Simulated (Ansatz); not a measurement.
Write the native input for Ansatz 0.2.0 that does the following.

```yaml
Task: relaxation of cell and atoms
Functional: PBE
Potentials_or_basis: all-electron LAPW, scalar-relativistic
Basis_error_allowed: 0.001 eV/atom
k_mesh: 13 × 13 × 13
Occupations: fermi-dirac, width 0.05 eV
Spin: collinear spin, ferromagnetic start
Starting_moments: "[1.0] μB"
```

Crystal: Ni.

```xyz
1
Lattice="0.0000 1.7376 1.7376 1.7376 0.0000 1.7376 1.7376 1.7376 0.0000" Properties=species:S:1:pos:R:3 pbc="T T T"
Ni    0.0000    0.0000    0.0000
```

The input as run:

input.yaml

```yaml
crystal:
  lattice:
    - [0.0, 1.737572933, 1.737572933]
    - [1.737572933, 0.0, 1.737572933]
    - [1.737572933, 1.737572933, 0.0]
  atoms:
    - { symbol: Ni, position: [0.0, 0.0, 0.0], spin: 1.0 }
kpoints:
  mp_grid: { grid: [13, 13, 13] }
scf:
  occupations: { method: fermi_dirac, width: 0.05 }
hamiltonian:
  xc: pbe
  pseudopotentials: { kind: all_electron, lapw: { basis_error: 0.001 } }
magnetization:
  spin_polarized: true
output:
  forces: true
  stress: true
relax:
  f_tol: 0.02
  max_steps: 60
  cell: {}
```

Potentials or basis: all-electron LAPW, scalar-relativistic.

Launch:

```bash
$ ansatz run input.yaml --threads 2 --pin off --max-ram 6144MiB --backend cpu --events-out ev --progress --plain --runs-dir out
```

It gave:

```json
{
  "Relaxed volume": "10.89 Å³/atom",
  "Relaxed cell": "a = 2.488 Å, b = 2.488 Å, c = 2.488 Å, α = 60.00°, β = 60.00°, γ = 60.00°",
  "Space group after relaxing (to 0.05 Å)": "Fm-3m (No. 225)",
  "Energy gained by relaxing": "9.5 meV/atom",
  "Ionic steps": "5",
  "Pressure after relaxing": "0.0 GPa",
  "Net moment": "0.63 μB per cell",
  "Absolute moment": "0.72 μB per cell",
  "Site moments": "Ni +0.66 μB"
}
```

Wall time 27 s on 2 threads of Arm Neoverse V1, on a shared host, peak memory 0.36 GiB.
